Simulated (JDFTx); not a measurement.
# Rh (Fm-3m) in JDFTx: notebook

Runs on Rh. Level: LDA. Tasks: equation of state.

Program: JDFTx 1.7.0 (patched build). These are calculated values, not measurements. Logs are shortened: lines on timing, memory, paths and dates and some standing lists are left out, and cuts for length are marked. The log counts tension as positive stress, the text compression.

**The experiment to reproduce.**

“Thermal equation of state of rhodium characterized by XRD in a resistively heated diamond anvil cell”, 2024, pmc:11535440 quotes, for a bulk crystal of Rh: bulk modulus 264 ± 1 GPa.

The results are compared with them further down.

## 1. Starting point

Symmetry: Fm-3m, No. 225, cubic system. Conventional cell: a = 3.796 Å, b = 3.796 Å, c = 3.796 Å, α = 90.00°, β = 90.00°, γ = 90.00°. Around Rh (site symmetry m-3m) lie 12 Rh at 2.68 Å.

## 2. Equation of state, LDA, 12.85 Å³/atom (volume scaled by 0.94)

Contents of Rh.in:

```
lattice Face-Centered Cubic 7.0264080089
coords-type Lattice
ion Rh     0.0000000000     0.0000000000     0.0000000000 1

ion-species pseudo/Rh.upf
elec-cutoff 44
elec-ex-corr lda-PW
kpoint-folding 12 12 12
elec-smearing Fermi 0.0018374661
elec-n-bands 14
electronic-SCF nIterations 100 energyDiffThreshold 1e-09
electronic-minimize nIterations 30 energyDiffThreshold 1e-7
forces-output-coords Cartesian

dump-name run.$VAR
dump End Ecomponents EigStats BandEigs Kpoints Forces Stress
```

Potentials or basis: PseudoDojo-SR-LDA-0.4.1-standard.

Launch:

```
$ jdftx -c 1 -i Rh.in -o Rh.out
```

What it wrote:

```text
*************** JDFTx 1.7.0 (patched build) ***************

Input parsed successfully to the following command list (including defaults):
[... the input with its defaults ...]

---------- Setting up symmetries ----------

Found 48 point-group symmetries of the bravais lattice
Found 48 space-group symmetries with basis
Applied RMS atom displacement 0 bohrs to make symmetries exact.

---------- Initializing the Grid ----------
R =
[            0       3.5132       3.5132  ]
[       3.5132            0       3.5132  ]
[       3.5132       3.5132            0  ]
unit cell volume = 86.7242
G =
[  -0.894224   0.894224   0.894224  ]
[   0.894224  -0.894224   0.894224  ]
[   0.894224   0.894224  -0.894224  ]
Minimum fftbox size, Smin = [  32  32  32  ]
Chosen fftbox size, S = [  32  32  32  ]

---------- Exchange Correlation functional ----------
Initalized Slater LDA exchange.
Initalized Perdew-Wang LDA correlation.

---------- Setting up pseudopotentials ----------
Width of ionic core gaussian charges (only for fluid interactions / plotting) set to 0

Reading pseudopotential file 'pseudo/Rh.upf':
  'Rh' pseudopotential, 'SLA  PW   NOGX NOGC' functional
  Generated using ONCVPSP code by D. R. Hamann
  17 valence electrons, 4 orbitals, 6 projectors, 1001 radial grid points, with lMax = 2
    4S    l: 0   occupation:  2.0   eigenvalue: -3.033772
    4P    l: 1   occupation:  6.0   eigenvalue: -1.857024
    4D    l: 2   occupation:  8.0   eigenvalue: -0.225862
    5S    l: 0   occupation:  1.0   eigenvalue: -0.168515
  Core radius for overlap checks: 1.34 bohrs.

Initialized 1 species with 1 total atoms.

Folded 1 k-points by 12x12x12 to 1728 k-points.

---------- Setting up k-points, bands, fillings ----------
Reduced to 72 k-points under symmetry.
Computing the number of bands and number of electrons
Calculating initial fillings.
nElectrons:  17.000000   nBands: 14   nStates: 72

----- Setting up reduced wavefunction bases (one per k-point) -----
average nbasis = 1208.313 , ideal nbasis = 1208.963

---------- Setting up ewald sum ----------
Optimum gaussian width for ewald sums = 1.791041 bohr.
Real space sum over 2197 unit cells with max indices [  6  6  6  ]
Reciprocal space sum over 2197 terms with max indices [  6  6  6  ]

---------- Allocating electronic variables ----------
Initializing wave functions:  linear combination of atomic orbitals
Note: number of bands (14) exceeds available atomic orbitals (10)
Rh pseudo-atom occupations:   s ( 2 0 )  p ( 6 )  d ( 9 )
	FillingsUpdate:  mu: +0.789958306  nElectrons: 17.000000
LCAOMinimize: Iter:   0  F: -111.0147476835775393  |grad|_K:  5.361e-03  alpha:  1.000e+00
	FillingsUpdate:  mu: +0.897691471  nElectrons: 17.000000
LCAOMinimize: Iter:   1  F: -111.1274250101339334  |grad|_K:  1.788e-04  alpha:  5.198e-01  linmin: -3.421e-01  cgtest:  9.537e-01
LCAOMinimize: Encountered beta<0, resetting CG.
[... 6 lines of inner loops ...]
LCAOMinimize: Iter:   4  F: -111.1275473868208508  |grad|_K:  1.612e-07  alpha:  7.328e-01  linmin: -6.448e-04  cgtest:  3.795e-03
	FillingsUpdate:  mu: +0.901341673  nElectrons: 17.000000
LCAOMinimize: Iter:   5  F: -111.1275473869482795  |grad|_K:  7.136e-09  alpha:  6.856e-01  linmin:  8.951e-03  cgtest: -9.596e-02
LCAOMinimize: Converged (|Delta F|<1.000000e-06 for 2 iters).

-------- Electronic minimization -----------
Will mix electronic density at each iteration.
	FillingsUpdate:  mu: +0.901341673  nElectrons: 17.000000
	FillingsUpdate:  mu: +0.899254412  nElectrons: 17.000000
SCF: Cycle:  0   F: -111.143567158650754   dF: -1.602e-02   |Residual|: 1.881e-02   |deigs|: 1.245e+00
	FillingsUpdate:  mu: +0.896960565  nElectrons: 17.000000
SCF: Cycle:  1   F: -111.143750886584598   dF: -1.837e-04   |Residual|: 8.958e-03   |deigs|: 8.047e-03
	FillingsUpdate:  mu: +0.896688430  nElectrons: 17.000000
SCF: Cycle:  2   F: -111.143756435780062   dF: -5.549e-06   |Residual|: 1.980e-03   |deigs|: 9.480e-04
	FillingsUpdate:  mu: +0.896630961  nElectrons: 17.000000
SCF: Cycle:  3   F: -111.143757082730218   dF: -6.470e-07   |Residual|: 4.377e-04   |deigs|: 4.709e-04
	FillingsUpdate:  mu: +0.896633644  nElectrons: 17.000000
SCF: Cycle:  4   F: -111.143757166423782   dF: -8.369e-08   |Residual|: 6.774e-05   |deigs|: 2.358e-04
	FillingsUpdate:  mu: +0.896635762  nElectrons: 17.000000
SCF: Cycle:  5   F: -111.143757181619293   dF: -1.520e-08   |Residual|: 1.437e-05   |deigs|: 1.417e-04
	FillingsUpdate:  mu: +0.896635671  nElectrons: 17.000000
SCF: Cycle:  6   F: -111.143757184689179   dF: -3.070e-09   |Residual|: 6.412e-06   |deigs|: 1.957e-04
	FillingsUpdate:  mu: +0.896635636  nElectrons: 17.000000
SCF: Cycle:  7   F: -111.143757185368216   dF: -6.790e-10   |Residual|: 1.043e-06   |deigs|: 1.100e-04
	FillingsUpdate:  mu: +0.896635529  nElectrons: 17.000000
SCF: Cycle:  8   F: -111.143757185527960   dF: -1.597e-10   |Residual|: 1.385e-06   |deigs|: 6.481e-05
SCF: Converged (|Delta E|<1.000000e-09 for 2 iters).

Setting wave functions to eigenvectors of Hamiltonian

# Stress tensor in Cartesian coordinates [Eh/a0^3]:
[ -0.000347577            0            0  ]
[            0 -0.000347577            0  ]
[            0            0 -0.000347577  ]

# Ionic positions in lattice coordinates:
ion Rh   0.000000000000000   0.000000000000000   0.000000000000000 1

# Forces in Cartesian coordinates:
force Rh  -0.000000000000000  -0.000000000000000   0.000000000000000 1

# Energy components:
   Eewald =      -94.2889409311664792
       EH =       17.8480215753223881
     Eloc =      -67.6542127704469323
      Enl =        6.8660259474903409
      Exc =      -18.8792736772743872
 Exc_core =        6.1782934127380518
       KE =       38.7865950786222697
-------------------------------------
     Etot =     -111.1434913647147766
       TS =        0.0002658208131808
-------------------------------------
        F =     -111.1437571855279600

IonicMinimize: Iter:   0  F: -111.143757185527960  |grad|_K:  0.000e+00
IonicMinimize: Converged (|grad|_K<1.000000e-04).

#--- Lowdin population analysis ---
# oxidation-state Rh +0.097

Dumping 'run.eigStats' ...
	eMin: -2.006607 at state 0 ( [ +0.000000 +0.000000 +0.000000 ] spin 0 )
	HOMO: +0.893014 at state 10 ( [ +0.000000 +0.083333 +0.333333 ] spin 0 )
	mu  : +0.896636
	LUMO: +0.897809 at state 40 ( [ +0.000000 +0.416667 +0.500000 ] spin 0 )
	eMax: +1.872932 at state 71 ( [ +0.250000 +0.500000 -0.250000 ] spin 0 )
	HOMO-LUMO gap: +0.004795
	Optical gap  : +0.009427 at state 20 ( [ +0.000000 +0.166667 +0.333333 ] spin 0 )
Done!
[note: the HOMO, LUMO and gaps printed at the end count levels as full or empty at half filling, so they show a gap where a level is partly filled]
```

It took 24 s on 1 thread of Arm Neoverse V2, shared host; peak memory 0.08 GiB.

Results:

```yaml
Free_energy: -3024.3757 eV
Pressure: 10.2 GPa
Band_gap_on_the_k_mesh: none (metal or under the smearing width)
```

## 3. Equation of state, LDA, 13.12 Å³/atom (volume scaled by 0.96)

Rh.in, as its differences from that of step 2:

```diff
@@ -1,2 +1,2 @@
-lattice Face-Centered Cubic 7.0264080089
+lattice Face-Centered Cubic 7.0758913858
 coords-type Lattice
```

Potentials or basis: PseudoDojo-SR-LDA-0.4.1-standard.

Launch:

```
$ jdftx -c 1 -i Rh.in -o Rh.out
```

It took 24 s on 1 thread of Arm Neoverse V2, shared host; peak memory 0.08 GiB.

Results (log left out):

| Property | Result |
| --- | --- |
| Free energy | -3024.3870 eV |
| Pressure | 2.8 GPa |
| Band gap on the k mesh | none (metal or under the smearing width) |

## 4. Equation of state, LDA, 13.40 Å³/atom (volume scaled by 0.98)

Rh.in, as its differences from that of step 3:

```diff
@@ -1,2 +1,2 @@
-lattice Face-Centered Cubic 7.0758913858
+lattice Face-Centered Cubic 7.1246921790
 coords-type Lattice
```

Launch:

```
$ jdftx -c 1 -i Rh.in -o Rh.out
```

Run time: 24 s. Hardware: 1 thread of Arm Neoverse V2, shared host; peak memory 0.08 GiB.

It converged, with:

```
Free energy            : -3024.3864 eV
Pressure               : -3.7 GPa
Band gap on the k mesh : none (metal or under the smearing width)
```

## 5. Equation of state, LDA, 13.67 Å³/atom

Rh.in, as its differences from that of step 4:

```diff
@@ -1,2 +1,2 @@
-lattice Face-Centered Cubic 7.1246921790
+lattice Face-Centered Cubic 7.1728334512
 coords-type Lattice
```

Launch:

```
$ jdftx -c 1 -i Rh.in -o Rh.out
```

It took 25 s on 1 thread of Arm Neoverse V2, shared host; peak memory 0.08 GiB.

The run converged. Its results:

* Free energy: -3024.3753 eV
* Pressure: -9.5 GPa
* Band gap on the k mesh: none (metal or under the smearing width)

## 6. Equation of state, LDA, 13.94 Å³/atom (volume scaled by 1.02)

Rh.in, as its differences from that of step 5:

```diff
@@ -1,2 +1,2 @@
-lattice Face-Centered Cubic 7.1728334512
+lattice Face-Centered Cubic 7.2203370438
 coords-type Lattice
```

Potentials or basis: PseudoDojo-SR-LDA-0.4.1-standard.

Launch:

```
$ jdftx -c 1 -i Rh.in -o Rh.out
```

It took 26 s on 1 thread of Arm Neoverse V2, shared host; peak memory 0.08 GiB.

Results (log left out):

```yaml
Free_energy: -3024.3550 eV
Pressure: -14.5 GPa
Band_gap_on_the_k_mesh: none (metal or under the smearing width)
```

## 7. Equation of state, LDA, 14.22 Å³/atom (volume scaled by 1.04)

Rh.in, as its differences from that of step 6:

```diff
@@ -1,2 +1,2 @@
-lattice Face-Centered Cubic 7.2203370438
+lattice Face-Centered Cubic 7.2672236630
 coords-type Lattice
```

Launch:

```
$ jdftx -c 1 -i Rh.in -o Rh.out
```

Run time: 26 s. Hardware: 1 thread of Arm Neoverse V2, shared host; peak memory 0.08 GiB.

The run converged. Its results:

| Item | Value |
| --- | --- |
| Free energy | -3024.3265 eV |
| Pressure | -19.0 GPa |
| Band gap on the k mesh | none (metal or under the smearing width) |

## 8. Equation of state, LDA, 14.49 Å³/atom (volume scaled by 1.06)

Rh.in, as its differences from that of step 7:

```diff
@@ -1,2 +1,2 @@
-lattice Face-Centered Cubic 7.2672236630
+lattice Face-Centered Cubic 7.3135129599
 coords-type Lattice
```

Launch:

```
$ jdftx -c 1 -i Rh.in -o Rh.out
```

Run time: 27 s. Hardware: 1 thread of Arm Neoverse V2, shared host; peak memory 0.08 GiB.

The run converged. Its results:

```
Free energy            : -3024.2909 eV
Pressure               : -22.9 GPa
Band gap on the k mesh : none (metal or under the smearing width)
```

## 9. Equation of state, LDA

Potentials or basis: PseudoDojo-SR-LDA-0.4.1-standard.

No new run: the results of the series are fitted here.

Results:

| Item | Value |
| --- | --- |
| Equilibrium volume | 13.24 Å³/atom |
| Bulk modulus | 319 GPa |
| Pressure derivative of the bulk modulus | 5.1 |

Energy against volume, from the lowest point:
```tsv
volume (Å³/atom)	energy (meV/atom)
12.851	11.28
13.125	0.00
13.398	0.62
13.671	11.71
13.945	32.03
14.218	60.48
14.492	96.07
```

LDA usually gives volumes a few per cent too small.

## 10. How close it comes

Step 9. Against the measured bulk modulus of Rh, 264 GPa (quoted in “Thermal equation of state of rhodium characterized by XRD in a resistively heated diamond anvil cell”, 2024, pmc:11535440), the calculated 319 GPa is off by +20.8 %. The fit is for a static lattice scaled at fixed shape and fixed fractional positions.
